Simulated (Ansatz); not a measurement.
The system is C.

```
C
1.0
     0.00000    1.78337    1.78337
     1.78337    0.00000    1.78337
     1.78337    1.78337    0.00000
C
2
Direct
  0.75000 0.75000 0.75000
  0.50000 0.50000 0.50000
```

This isn't the form of C at room conditions, which is graphite.

Program: Ansatz 0.2.0. Alike in all runs: no spin polarisation; cell as given.

Question: Order these runs on this cell by their band gap on the k mesh, lowest first.
A. level B3LYP+D3(BJ)+ATM; potentials or basis JTH PAW LDA; k mesh 8 × 8 × 8; cutoff (eV) 780; smearing fixed; mesh quality not flagged
B. level B3LYP+D3(BJ)+ATM; potentials or basis SSSP efficiency PAW; k mesh 7 × 7 × 7; cutoff (eV) 612; smearing fermi-dirac 0.05 eV; mesh quality coarse
C. level HSE06 form with a typed share of exact exchange; potentials or basis Ansatz PAW; k mesh 7 × 7 × 7; cutoff (eV) 420; smearing fermi-dirac 0.05 eV; screening (1/Å) 0.6; share of exact exchange 0.25; mesh quality coarse
D. level revPBE; potentials or basis Ansatz PAW; k mesh 13 × 13 × 13; cutoff (eV) 420; smearing fermi-dirac 0.05 eV; points for each segment of the path 14; mesh quality not flagged
E. level BLYP; potentials or basis Ansatz PAW; k mesh 13 × 13 × 13; cutoff (eV) 420; smearing fermi-dirac 0.05 eV; points for each segment of the path 14; mesh quality not flagged

Answer: D (4.14 eV), E (4.47 eV), C (4.71 eV), A (5.97 eV), B (6.12 eV).

Caveats: some runs use coarse meshes; odd divisions of the mesh miss points on the zone boundary, where band edges often lie, so the gap on the mesh can be too wide (some runs).

A k mesh can miss the band edges.

Not every run made on this cell is shown here.
